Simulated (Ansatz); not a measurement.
# CdS (Hawleyite) (F-43m) in Ansatz: further runs, part 2 of 2

Ansatz 0.2.0.

## Step 3: Relaxation of cell and atoms, PBE+D3(BJ)

Contents of input.yaml:

```yaml
crystal:
  lattice:
    - [0.0, 2.9165, 2.9165]
    - [2.9165, 0.0, 2.9165]
    - [2.9165, 2.9165, 0.0]
  atoms:
    - { symbol: Cd, position: [0.0, 0.0, 0.0] }
    - { symbol: S, position: [0.75, 0.75, 0.75] }
kpoints:
  mp_grid: { grid: [8, 8, 8] }
scf:
  occupations: { method: fermi_dirac, width: 0.05 }
hamiltonian:
  xc: pbe
  dispersion: d3bj
  pseudopotentials: { kind: all_electron, lapw: { basis_error: 0.001 } }
output:
  forces: true
  stress: true
relax:
  f_tol: 0.02
  max_steps: 60
  cell: {}
```

Potentials or basis: all-electron LAPW, scalar-relativistic.

Command:

```
$ ansatz run input.yaml --threads 1 --pin off --max-ram 3072MiB --backend cpu --events-out ev --progress --plain --runs-dir out
```

Standard output:

```text
Warning: RAYON_NUM_THREADS=1 ignored (pool sized by the plan → 1); use --threads N
The last accepted step is kept in <dir> (removed where the run ends without a failure and the disk answers)
LAPW: plane waves up to 8.332 Å⁻¹, error target 1.0e-3 eV per atom; small_component_spin mean_spin; S in spheres of 1.063 Å, 14 of its electrons in bands, Dirac shells []; Cd in spheres of 1.387 Å, 20 of its electrons in bands, Dirac shells [] (how accurate: hamiltonian.pseudopotentials.lapw.basis_error, Limitations)
Engine: ansatz 0.2.0, aarch64-unknown-linux-gnu
Pseudopotentials: kind: all_electron
Pseudopotential: Cd, LAPW, valence charge 20, lapw/all_electron/scalar/gaussian/Cd, Koelling and Harmon's equation, gaussian nucleus
Pseudopotential: S, LAPW, valence charge 14, lapw/all_electron/scalar/gaussian/S, Koelling and Harmon's equation, gaussian nucleus
Functional definition: PBE
  parameter kappa = 0.804
  parameter beta = 0.06672455060314922
  exchange = pbe_x(kappa = kappa, mu = beta*pi^2/3)
  correlation = pbe_c(beta = beta)
Crystal: 2 atoms, lattice volume = 49.615 Å³
Basis set: ecut = 264.5074896909413 eV, 531 PW (Γ), exchange–correlation at level 2
Bands: 21, of which v1, the nominal top of the filled ones, is band 17 counted from 1 (16 counted from 0)
Symmetry: 24 space group operations
Space group: F-43m (ITA 216), of the structure as read, at distance tolerance 3.7e-5 Å
k-points: 29 of 512 (time reversal used)
Non-local potential: Cd, projectors of the file, none
Non-local potential: S, projectors of the file, none
Initial density: superposition of atomic densities (chi_scale 0.1, normalization cell, long waves kept (reshape's long-wave potential 0.00 eV rms))
Initial wavefunctions: plane waves of lowest kinetic energy (no species holds an atomic orbital)
Functional: x = pbe(κ = 0.804, μ = 0.2195149727645171), c = pbe(β = 0.06672455060314922)
iter 1 solved again at ethr=4.44e-3 eV; its pass at ethr=1.00e-1 eV (dr2=1.51e0 eV) is discarded
SCF iter   1: F=—  HF=-163100.566379 eV  |F-HF|=—  |Δ(HF+E_count)|=         —  Δρ=3.86e-2  dr2=1.51e0  ethr=4.44e-3  ⟨swp⟩=2.0  Hψ=4188  notcnv=0
preconditioner: auto → none  [insulator: Δε(μ)=1.736 eV  Ē_g=11.964 eV  σ=0.050 eV  W_gap=1.00  n_scr=14 (ndim 8)  ℏωp=22.4 eV  f_vac=0.141  D(μ)=0.00/eV (n_scr^D=0)  ε∞_Penn≈4.5]
iter 2 solved again at ethr=1.76e-4 eV; its pass at ethr=4.44e-3 eV (dr2=5.99e-2 eV) is discarded
SCF iter   2: F=—  HF=-163100.076290 eV  |F-HF|=—  |Δ(HF+E_count)|=   4.90e-1  Δρ=1.21e-2  dr2=5.99e-2  ethr=1.76e-4  ⟨swp⟩=2.0  Hψ=3201  notcnv=0
SCF iter   3: F=—  HF=-163100.021161 eV  |F-HF|=—  |Δ(HF+E_count)|=   5.51e-2  Δρ=5.65e-3  dr2=1.33e-2  ethr=1.76e-4  ⟨swp⟩=3.0  Hψ=1842  notcnv=0
SCF iter   4: F=—  HF=-163100.021285 eV  |F-HF|=—  |Δ(HF+E_count)|=         —  Δρ=1.31e-3  dr2=7.31e-4  ethr=3.92e-5  ⟨swp⟩=2.0  Hψ=1698  notcnv=0
[... 20 lines left out ...]
SCF iter   1: F=—  HF=-163100.021989 eV  |F-HF|=—  |Δ(HF+E_count)|=         —  Δρ=4.80e-6  dr2=9.12e-9  ethr=2.68e-11  ⟨swp⟩=5.5  Hψ=3173  notcnv=0
preconditioner: auto → none  [insulator: Δε(μ)=1.123 eV  Ē_g=12.327 eV  σ=0.050 eV  W_gap=1.00  n_scr=14 (ndim 8)  ℏωp=22.3 eV  f_vac=0.197  D(μ)=0.00/eV (n_scr^D=0)  ε∞_Penn≈4.3]
SCF iter   2: F=-163100.021989 eV  HF=-163100.021989 eV  |F-HF|=5.79e-9  |Δ(HF+E_count)|=   2.26e-8  Δρ=2.58e-6  dr2=3.65e-9  ethr=2.68e-11  ⟨swp⟩=3.0  Hψ=1761  notcnv=0
SCF 3 converged in 2 iterations: F = -163100.021989 eV  dr2 = 3.65e-9
relax step   3: F+E_penalty+E_count = -163100.02198861 eV  Δ(F+E_penalty+E_count) = +5.841e-7 eV  max|allowed force component| = 1.180e-16 eV/Å  Δτ_max = 0.0000 Å  P = +0.022 GPa  Ω = 50.133 Å³  stress off target by 2.19e-2 GPa  SCF on the basis re-selected at this cell (its energy is not comparable with the rows above)  (2 SCF iters)
basis re-selected at this cell: Δ(F+E_penalty+E_count) = +5.841e-7 eV, ΔP = -0.000 GPa vs the last step (what re-selecting the basis moved, after the strain that the cell walked since its last selection, with what the two solves' SCF thresholds leave and, on support functions, any second-order correction that the steps lacked; it is no measure of the basis error at this ecutwfc). This SCF's stress stands 2.19e-2 GPa from its target on what of the cell is left free (relax.cell.stress_tol is 5.00e-2 GPa) and its largest allowed force component is 1.18e-16 eV/Å (relax.f_tol is 2.00e-2 eV/Å): within both
SCF converged after 2 iterations
Free energy (F): -163100.021989 eV
Harris-Foulkes:  -163100.021989 eV  (|F-HF|=5.79e-9)
Internal energy: -163100.021988 eV  (E = F + TS)
E sigma→0 (E₀):  -163100.021989 eV
Entropy (-TS):   -0.000000 eV (-0.000 meV/atom)
Fermi energy:    8.194455 eV
--- Per-component energies (eV) ---
  E_band       = -1731.779334
  E_kinetic    = 170388.899800
  E_xc         = -4908.199220
  E_electrostatic = -328580.116263  (all electrons and nuclei)
  E_disp       = -0.606306  (pairwise vdW)
  E_smearing   = -0.000000  (= −TS)
  E_closure    = 0.000000  (closes the sum)
  E_atoms      = -163093.279048  (free atoms, spherical and without spin; not in F)
  Σ components = -163100.021989   (vs F -163100.021989, Δ=0.00e0)
  Basis errors (estimates in eV, not in F): energy 4.4e-4 per atom: plane waves 4.0e-4 (2.4e-4 summed), levels above the bands 4.2e-54, relativity 5.0e-8, radial functions 3.8e-5, core shells 4.7e-7; eigenvalues (radial functions only) 5.2e-7; not estimated: angular momenta, meshes, grids; target (lapw.basis_error) 1.0e-3; muffin-tin radii S 1.066 Å, Cd 1.392 Å
--- Forces (eV/Å), atoms counted from 1 ---
  atom   1  Cd     0.00000000    -0.00000000    -0.00000000
  atom   2  S     -0.00000000     0.00000000     0.00000000
  max |Σ_I F_I| component: 3.24e-17 eV/Å
--- Stress (GPa, compression-positive) ---
        0.021906      -0.000000      -0.000000
       -0.000000       0.021906      -0.000000
       -0.000000      -0.000000       0.021906
  P = ⅓ Tr σ = 0.0219 GPa (0.219 kbar)
--- Relaxed structure (2 steps of the walk, 2 accepted, 1 SCFs on fresh bases) ---
  F+E_penalty+E_count = -163100.02198861 eV   max|allowed force component| = 1.180e-16 eV/Å   (the final SCF, on the basis selected at the relaxed cell)
  cell:  # Å, volume = 50.1327 Å³
    - [5.095372032895591e-34, 2.926602220256239, 2.926602220256239]
    - [2.926602220256239, -1.9362413725003245e-33, 2.926602220256239]
    - [2.926602220256239, 2.926602220256239, -1.2228892878949417e-33]
  atoms:
    - { symbol: Cd, position: [-9.355051447106409e-35, 1.3757428598685895e-34, 1.2656834310791024e-34] }
    - { symbol: S, position: [0.7500000000000002, 0.7500000000000002, 0.7500000000000002] }
```

It took 17 s on 1 thread of Arm Neoverse V2, shared host; peak memory 0.28 GiB.

Results:

- Free energy: -163100.0220 eV
- Relaxed volume: 25.07 Å³/atom
- Relaxed cell: a = 4.139 Å, b = 4.139 Å, c = 4.139 Å, α = 60.00°, β = 60.00°, γ = 60.00°
- Space group after relaxing (to 0.05 Å): F-43m (No. 216)
- Energy gained by relaxing: 0.5 meV/atom
- Ionic steps: 3
- Pressure after relaxing: 0.0 GPa
- Band gap on the k mesh: 1.12 eV

The path:
```
step  energy change (eV)  largest force (eV/Å)  volume (Å³)
   1              0.0000                0.0000        49.62
   2             -0.0011                0.0000        50.13
   3             -0.0011                0.0000        50.13
```

Final structure:
```
Cd S
1.0
     0.00000    2.92660    2.92660
     2.92660    0.00000    2.92660
     2.92660    2.92660    0.00000
Cd S
1 1
Direct
  0.00000 0.00000 0.00000
  0.75000 0.75000 0.75000
```

A k mesh can miss the band edges. Zero-point motion and thermal expansion aren't in these numbers.

## Step 4: Single point, PBE

Contents of input.yaml:

```yaml
crystal:
  lattice:
    - [0.0, 2.9165, 2.9165]
    - [2.9165, 0.0, 2.9165]
    - [2.9165, 2.9165, 0.0]
  atoms:
    - { symbol: Cd, position: [0.0, 0.0, 0.0] }
    - { symbol: S, position: [0.75, 0.75, 0.75] }
kpoints:
  mp_grid: { grid: [4, 4, 4] }
scf:
  occupations: { method: fermi_dirac, width: 0.04 }
hamiltonian:
  xc: pbe
  pseudopotentials: { kind: all_electron, lapw: { basis_error: 0.003 } }
output:
  forces: true
  stress: true
  eigenvalues: true
```

Command:

```
$ ansatz run input.yaml --threads 1 --pin off --max-ram 3072MiB --backend cpu --events-out ev --progress --plain --runs-dir out
```

Wall time 3.7 s (1 thread of Arm Neoverse V1, shared host); peak memory 0.22 GiB.

The run converged. Its results:

- Free energy: -163099.3730 eV
- Pressure: 3.0 GPa
- Band gap on the k mesh: 1.13 eV, direct

Levels at points of the mesh, in eV from the valence-band top:
```
             k point  band 15  band 16  band 17  band 18  band 19  band 20
  (0.00, 0.00, 0.00)     0.00     0.00     0.00     1.13     6.51     6.51
 (0.00, 0.00, -0.50)    -4.40    -0.75    -0.75     3.00     6.98     6.98
(0.00, -0.50, -0.50)    -3.96    -1.88    -1.88     3.54     4.34     9.19
```

Caveat: the k mesh is coarse (spacing up to 0.47 Å⁻¹), so the values aren't converged.

## Step 5: Single point, PBE

Contents of input.yaml:

```yaml
crystal:
  lattice:
    - [0.0, 2.9165, 2.9165]
    - [2.9165, 0.0, 2.9165]
    - [2.9165, 2.9165, 0.0]
  atoms:
    - { symbol: Cd, position: [0.0, 0.0, 0.0] }
    - { symbol: S, position: [0.75, 0.75, 0.75] }
kpoints:
  mp_grid: { grid: [8, 8, 8] }
scf:
  occupations: { method: gaussian, width: 0.016 }
hamiltonian:
  xc: pbe
  pseudopotentials: { kind: all_electron, lapw: { basis_error: 0.001 } }
output:
  forces: true
  stress: true
  eigenvalues: true
```

Command:

```
$ ansatz run input.yaml --threads 1 --pin off --max-ram 3072MiB --backend cpu --events-out ev --progress --plain --runs-dir out
```

Run time: 12 s. Hardware: 1 thread of Arm Neoverse V1, shared host; peak memory 0.27 GiB.

Results (log left out):

```yaml
Free_energy: -163099.4075 eV
Pressure: 2.9 GPa
Band_gap_on_the_k_mesh: 1.15 eV, direct
```

Levels at points of the mesh, in eV from the valence-band top:
```tsv
k point	band 13	band 14	band 15	band 16	band 17	band 18	band 19	band 20	band 21
(0.00, 0.00, 0.00)	-7.24	-7.24	0.00	0.00	0.00	1.15	6.53	6.53	6.53
(0.00, 0.00, -0.50)	-7.21	-6.86	-4.39	-0.75	-0.75	3.01	7.00	7.00	7.46
(0.00, -0.50, -0.50)	-7.16	-6.80	-3.95	-1.88	-1.88	3.56	4.36	9.19	10.78
```

## Step 6: Single point, PBE

Changes to input.yaml since step 5:

```diff
@@ -11,3 +11,3 @@
 scf:
-  occupations: { method: gaussian, width: 0.016 }
+  occupations: { method: gaussian, width: 0.018 }
 hamiltonian:
```

Potentials or basis: all-electron LAPW, scalar-relativistic.

Command:

```
$ ansatz run input.yaml --threads 1 --pin off --max-ram 3072MiB --backend cpu --events-out ev --progress --plain --runs-dir out
```

It took 13 s on 1 thread of Arm Neoverse V1, shared host; peak memory 0.27 GiB.

The run converged. Its results:

| Quantity | Value |
| --- | --- |
| Free energy | -163099.4075 eV |
| Pressure | 2.9 GPa |
| Band gap on the k mesh | 1.15 eV, direct |

Levels at points of the mesh, in eV from the valence-band top:
```tsv
k point	band 13	band 14	band 15	band 16	band 17	band 18	band 19	band 20	band 21
(0.00, 0.00, 0.00)	-7.24	-7.24	0.00	0.00	0.00	1.15	6.53	6.53	6.53
(0.00, 0.00, -0.50)	-7.21	-6.86	-4.39	-0.75	-0.75	3.01	7.00	7.00	7.46
(0.00, -0.50, -0.50)	-7.16	-6.80	-3.95	-1.88	-1.88	3.56	4.36	9.19	10.78
```

Expect the measured gap to be larger: semilocal functionals such as PBE lack the derivative discontinuity.

## Step 7: The runs side by side

```tsv
task	level	cell	k mesh	cutoff (eV)	smearing	basis error allowed	mesh quality	gap on the mesh (eV)	pressure (GPa)	relaxed volume (Å³/atom)
relaxation of cell and atoms	RPBE+D3(BJ)	relaxed	8 × 8 × 8	-	fermi-dirac 0.05 eV	0.001 eV/atom	not flagged	1.46	0.0	23.33
relaxation of cell and atoms	PBE+D3(BJ)	relaxed	8 × 8 × 8	-	fermi-dirac 0.05 eV	0.001 eV/atom	not flagged	1.12	0.0	25.07
single point	PBE	as given	4 × 4 × 4	216	fermi-dirac 0.04 eV	0.003 eV/atom	coarse	1.13	3.0	-
single point	PBE	as given	8 × 8 × 8	246	gaussian 0.016 eV	0.001 eV/atom	not flagged	1.15	2.9	-
single point	PBE	as given	8 × 8 × 8	246	gaussian 0.018 eV	0.001 eV/atom	not flagged	1.15	2.9	-
```

Alike in all rows: potentials or basis all-electron LAPW, scalar-relativistic; no spin polarisation.

Caveats: some runs use coarse meshes.

Compare energies only between runs with the same functional and basis.
